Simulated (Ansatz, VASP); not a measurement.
# Cross-check of SnO2 between VASP and Ansatz, part 2 of 2

Wanted: the spread between two codes on one cell, functional and k mesh. The cell is taken from a series of runs on this material, whose earlier steps may have relaxed, scaled, displaced or heated it; both programs get it as it stands.

VASP 6.6.1 and Ansatz 0.2.0.

So far: Starting point; Ansatz: single point, HSE06.

### 3. VASP: single point, HSE06

Level of this step: HSE06; plane waves and PAW (Sn_d, O) (VASP).

The same cell, functional and mesh now go to VASP, with its own data sets.

Lines of VASP's logs that name or quote its potential files are left out, and so is its time.

The run reads the wave functions of an earlier VASP run, which isn't shown here.

INCAR reads:

```
SYSTEM = SnO2
PREC = Accurate
ENCUT = 520
EDIFF = 1E-06
NELM = 100
ISMEAR = 0
SIGMA = 0.01
LREAL = .FALSE.
ALGO = Normal
LHFCALC = .TRUE.
AEXX = 0.25
GGA = PE
HFSCREEN = 0.208
LASPH = .TRUE.
NBANDS = 64
PRECFOCK = Fast
LORBIT = 11
LWAVE = .FALSE.
LCHARG = .FALSE.
KPAR = 4
NCORE = 4
ISIF = 2
```

POSCAR reads:

```
SnO2
1.0
    4.7114704392      0.0000000000      0.0000000000
    0.0000000000      5.7221576688      0.0000000000
    0.0000000000      0.0000000000      5.2471142500
Sn O
4 8
Direct
    0.5000000000      0.6653189711      0.7500000000
    0.0000000000      0.8346810289      0.2500000000
    0.5000000000      0.3346810289      0.2500000000
    0.0000000000      0.1653189711      0.7500000000
    0.7297859458      0.6070302987      0.0783479184
    0.2297859458      0.8929697013      0.9216520816
    0.7702140542      0.8929697013      0.5783479184
    0.2702140542      0.6070302987      0.4216520816
    0.7297859458      0.3929697013      0.5783479184
    0.2297859458      0.1070302987      0.4216520816
    0.7702140542      0.1070302987      0.0783479184
    0.2702140542      0.3929697013      0.9216520816
```

KPOINTS reads:

```
Automatic mesh
0
Gamma
4 2 4
0 0 0
```

The projector-augmented-wave data sets are Sn_d and O (PBE family, release 64).

Command:

```sh
$ mpirun -np 16 vasp_std
```

Numbers of over 12 decimals in the logs are rounded to 6 here.

Log:

```text
[banner, memory and clock lines left out]
running   16 mpi-ranks, on    1 nodes
 distrk:  each k-point on    4 cores,    4 groups
 distr:  one band on    4 cores,    1 groups

 POSCAR found type information on POSCAR SnO
 POSCAR found :  2 types and      12 ions
 LDA part: xc-table for (Slater+PW92), standard interpolation
 found WAVECAR, reading the header
 POSCAR, INCAR and KPOINTS ok, starting setup
 FFT: planning ... GRIDC
 FFT: planning ... GRID_SOFT
 FFT: planning ... GRID
 reading WAVECAR
 the WAVECAR file was read successfully
 initial charge from wavefunction
 entering main loop
       N       E                     dE             d eps       ncg     rms          rms(c)
DAV:   1    -0.944410007999E+02   -0.94441E+02   -0.22355E+00  2800   0.967E+00    0.191E+00
DAV:   2    -0.944900913842E+02   -0.49091E-01   -0.23133E-01  2856   0.262E+00    0.169E+00
DAV:   3    -0.944826643341E+02    0.74271E-02   -0.16878E-02  3800   0.101E+00    0.114E+00
DAV:   4    -0.944812518083E+02    0.14125E-02   -0.44608E-03  3296   0.386E-01    0.691E-01
DAV:   5    -0.944806896997E+02    0.56211E-03   -0.53460E-04  2648   0.166E-01    0.405E-01
DAV:   6    -0.944804933824E+02    0.19632E-03   -0.15061E-04  2704   0.756E-02    0.238E-01
DAV:   7    -0.944804365195E+02    0.56863E-04   -0.35770E-05  3256   0.444E-02    0.142E-01
DAV:   8    -0.944804198992E+02    0.16620E-04   -0.12141E-05  3136   0.289E-02    0.858E-02
DAV:   9    -0.944804161938E+02    0.37054E-05   -0.51542E-06  2616   0.167E-02    0.517E-02
DAV:  10    -0.944804157421E+02    0.45170E-06   -0.17448E-06  1808   0.963E-03
   1 F= -.94480416E+02 E0= -.94480416E+02  d E =-.873142E-17
```

OUTCAR, selected parts (step 3):

```text
ion  position               nearest neighbor table
   1  0.500  0.665  0.750-   6 2.03   7 2.03   5 2.06   8 2.06   9 2.10  12 2.10   3 3.23   3 3.23
                             2 3.66   2 3.66   2 3.66   2 3.66   4 3.71   4 3.71   4 3.71   4 3.71
   2  0.000  0.835  0.250-   5 2.03   8 2.03   7 2.06   6 2.06  10 2.10  11 2.10   4 3.23   4 3.23
                             1 3.66   1 3.66   1 3.66   1 3.66   3 3.71   3 3.71   3 3.71   3 3.71
   3  0.500  0.335  0.250-  10 2.03  11 2.03   9 2.06  12 2.06   5 2.10   8 2.10   1 3.23   1 3.23
                             4 3.66   4 3.66   4 3.66   4 3.66   2 3.71   2 3.71   2 3.71   2 3.71
   4  0.000  0.165  0.750-   9 2.03  12 2.03  11 2.06  10 2.06   6 2.10   7 2.10   2 3.23   2 3.23
                             3 3.66   3 3.66   3 3.66   3 3.66   1 3.71   1 3.71   1 3.71   1 3.71
   5  0.730  0.607  0.078-   2 2.03   1 2.06   3 2.10
   6  0.230  0.893  0.922-   1 2.03   2 2.06   4 2.10
   7  0.770  0.893  0.578-   1 2.03   2 2.06   4 2.10
   8  0.270  0.607  0.422-   2 2.03   1 2.06   3 2.10
   9  0.730  0.393  0.578-   4 2.03   3 2.06   1 2.10
  10  0.230  0.107  0.422-   3 2.03   4 2.06   2 2.10
  11  0.770  0.107  0.078-   3 2.03   4 2.06   2 2.10
  12  0.270  0.393  0.922-   4 2.03   3 2.06   1 2.10

  LATTYP: Found a simple orthorhombic cell.
 ALAT       =     4.7114704392
 B/A-ratio  =     1.1136893073
 C/A-ratio  =     1.2145163050

 Subroutine GETGRP returns: Found  8 space group operations
 (whereof  2 operations were pure point group operations)

The static configuration has the point symmetry S_2 .
 The point group associated with its full space group is D_2h.

 Found     18 irreducible k-points:

   k-points           NKPTS =     18   k-points in BZ     NKDIM =     32   number of bands    NBANDS=     64

   dimension x,y,z NGX =    36 NGY =   48 NGZ =   40
   dimension x,y,z NGXF=    72 NGYF=   96 NGZF=   80

   ENCUT  =  520.0 eV  38.22 Ry    6.18 a.u.   8.76 10.64  9.76*2*pi/ulx,y,z

   NELECT =     104.0000    total number of electrons

 k-points in reciprocal lattice and weights: Automatic mesh
   0.00000000  0.00000000  0.00000000       0.031
   0.25000000  0.00000000  0.00000000       0.062
   0.50000000  0.00000000  0.00000000       0.031
   0.00000000  0.50000000  0.00000000       0.031
   0.25000000  0.50000000  0.00000000       0.062
   0.50000000  0.50000000  0.00000000       0.031
   0.00000000  0.00000000  0.25000000       0.062
   0.25000000  0.00000000  0.25000000       0.125
   0.50000000  0.00000000  0.25000000       0.062
[...]
0.25000000  0.50000000  0.50000000       0.062
   0.50000000  0.50000000  0.50000000       0.031

  exchange ACFDT corr.  =         0.00000000  see jH, gK, PRB 81, 115126

 average (electrostatic) potential at core
       1 -93.2408       2 -93.2408       3 -93.2408       4 -93.2408       5 -61.4437
       6 -61.4437       7 -61.4437       8 -61.4437       9 -61.4437      10 -61.4437
      11 -61.4437      12 -61.4437

 E-fermi :   4.6958

 k-point     1 :       0.0000    0.0000    0.0000
  band No.  band energies     occupation
    ...
     48       4.1589      2.00000
     49       4.2421      2.00000
     50       4.5146      2.00000
     51       4.5581      2.00000
     52       4.6404      2.00000
     53       7.8363      0.00000
     54      13.0116      0.00000
     55      13.1263      0.00000
     56      13.3774      0.00000
     57      13.9045      0.00000
    ...

 k-point     2 :       0.2500    0.0000    0.0000
  band No.  band energies     occupation
    ...
     48       4.1014      2.00000
     49       4.1378      2.00000
     50       4.2677      2.00000
     51       4.5610      2.00000
     52       4.5982      2.00000
     53       9.1711      0.00000
     54      12.0188      0.00000
     55      12.6797      0.00000
     56      12.8374      0.00000
     57      14.5498      0.00000
    ...

 k-point     3 :       0.5000    0.0000    0.0000
  band No.  band energies     occupation
    ...
     48       4.0038      2.00000
     49       4.3367      2.00000
     50       4.3367      2.00000
     51       4.5791      2.00000
     52       4.5791      2.00000
     53      11.1820      0.00000
     54      11.1820      0.00000
     55      11.9988      0.00000
     56      11.9988      0.00000
     57      15.0962      0.00000
    ...

  Total        0.7255740      0.8678639     -0.4854213      0.0000000      0.0000000     -0.0000000
  in kB        8.2177987      9.8293635     -5.4978464      0.0000000      0.0000000     -0.0000000
  external PRESSURE =       4.1831053 kB  Pullay stress =       0.0000000 kB

  energy-cutoff  :      520.00
  volume of cell :      141.46
      direct lattice vectors                 reciprocal lattice vectors
     4.711470439  0.000000000  0.000000000     0.212247962  0.000000000  0.000000000
     0.000000000  5.722157669  0.000000000     0.000000000  0.174759253  0.000000000
     0.000000000  0.000000000  5.247114250     0.000000000  0.000000000  0.190580946

 POSITION                                       TOTAL-FORCE (eV/Angst)
 -----------------------------------------------------------------------------------
      2.35574      3.80706      3.93534         0.000000      0.022407     -0.000000
      0.00000      4.77618      1.31178         0.000000     -0.022407     -0.000000
      2.35574      1.91510      1.31178        -0.000000     -0.022407      0.000000
      0.00000      0.94598      3.93534         0.000000      0.022407      0.000000
      3.43836      3.47352      0.41110         0.008786      0.073466      0.019001
      1.08263      5.10971      4.83601         0.008786     -0.073466     -0.019001
      3.62884      5.10971      3.03466        -0.008786     -0.073466      0.019001
      1.27311      3.47352      2.21246        -0.008786      0.073466     -0.019001
      3.43836      2.24863      3.03466         0.008786     -0.073466      0.019001
      1.08263      0.61244      2.21246         0.008786      0.073466     -0.019001
      3.62884      0.61244      0.41110        -0.008786      0.073466      0.019001
      1.27311      2.24863      4.83601        -0.008786     -0.073466     -0.019001
 -----------------------------------------------------------------------------------
    total drift:                               -0.000006      0.000016      0.000009

  FREE ENERGIE OF THE ION-ELECTRON SYSTEM (eV)
  ---------------------------------------------------
  free  energy   TOTEN  =       -94.4804157421 eV

  energy  without entropy=      -94.4804157421  energy(sigma->0) =      -94.48041574

 total charge
# of ion       s       p       d       tot
------------------------------------------
    1        0.851   1.091  10.387  12.328
    2        0.851   1.091  10.387  12.328
    3        0.851   1.091  10.387  12.328
    4        0.851   1.091  10.387  12.328
    5        1.562   3.545   0.000   5.107
    6        1.562   3.545   0.000   5.107
    7        1.562   3.545   0.000   5.107
    8        1.562   3.545   0.000   5.107
    9        1.562   3.545   0.000   5.107
   10        1.562   3.545   0.000   5.107
   11        1.562   3.545   0.000   5.107
   12        1.562   3.545   0.000   5.107
--------------------------------------------------
tot         15.896  32.724  41.547  90.166

[... 3 further parts left out ...]
```

The run ends at a pressure of 0.42 GPa, with forces up to 0.076 eV/Å.

### 4. Comparison

Known differences besides the potentials themselves: exact exchange at q = 0 is treated differently, which shows on coarse meshes; VASP keeps PBE cores, Ansatz makes them for the functional; fixed occupations in Ansatz, narrow Gaussian smearing in VASP; the cutoff is 420 eV in Ansatz and 520 eV in VASP; VASP takes a coarser grid for exact exchange (PRECFOCK = Fast). Total energies have different zeros and are not compared.

The two programs side by side:

```csv
quantity,Ansatz,VASP,difference
gap on the k mesh (eV),3.201,3.196,+0.005
```

A gap on the mesh is an upper bound, since the band edges may lie between its points.

### 5. What came out

```yaml
difference_in_gap_on_the_k_mesh_single_point_hse06: 0.0052 eV
```

**Reading.** The difference in gap on the k mesh is 0.0052 eV (single point, HSE06), within the 0.08 eV picked in this series as the mark of a large difference. How closely two codes agree says nothing of how well the functional describes the real material.

[Lines on the potential files, build, host, timing and source positions are cut from VASP's logs without a mark.]

[Logs are printed without paths, hosts, clocks, repeated set-up lines and the standing remarks that a program may print on its own settings, such as how far it seeks lower states.]

[Hosts, paths, dates, database ids (printed as entryN), source tags and the programs' standing remarks are cut or masked in the printed files.]
